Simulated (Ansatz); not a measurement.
All numbers below come from DFT PBE+D3(BJ), scalar-relativistic, plane waves, PAW in Ansatz. Settings: cutoff 420 eV, Γ-centred meshes spaced at most about 0.3 Å⁻¹, and about 0.25 Å⁻¹ or finer for metals (2π included), Gaussian smearing. No spin polarisation.

Temperature and zero-point effects are left out.

**Question.** Order these relaxed structures of Si by energy, lowest first, with the energy over the lowest of them.
A.

```
CELL_PARAMETERS angstrom
2.50060 0.00000 0.00000
0.00000 2.50060 0.00000
0.00000 0.00000 2.50060
ATOMIC_POSITIONS crystal
Si 0.50000 0.50000 0.50000
```

B.

```
CELL_PARAMETERS angstrom
2.60922 0.00000 0.00000
-1.30461 2.25965 0.00000
0.00000 0.00000 2.45727
ATOMIC_POSITIONS crystal
Si 0.00000 0.00000 0.00000
```

C.

```
CELL_PARAMETERS angstrom
0.00000 2.71076 2.71076
2.71076 0.00000 2.71076
2.71076 2.71076 0.00000
ATOMIC_POSITIONS crystal
Si 0.00000 0.00000 0.00000
Si 0.25000 0.25000 0.25000
```

**Answer.** C (0 meV/atom), B (196 meV/atom), A (267 meV/atom). Forms: C diamond type, Fd-3m; B simple hexagonal type, P6/mmm; A simple cubic type, Pm-3m. Counting all near atoms (those within 1.25 times the shortest such distance or 1.15 times the sum of covalent radii): C has Si 4; B has Si 8; A has Si 6. Origin: A, invented; B, invented, matching a COD cell; C, reached from a measured cell (COD), among other starts. Shaken at random and relaxed again, A falls into B, 71 meV/atom lower, so it is a saddle point or a shallow minimum.

Cells without such a test can be saddle points. Some types were kept out of the candidates beforehand, so the set may lack a known form.
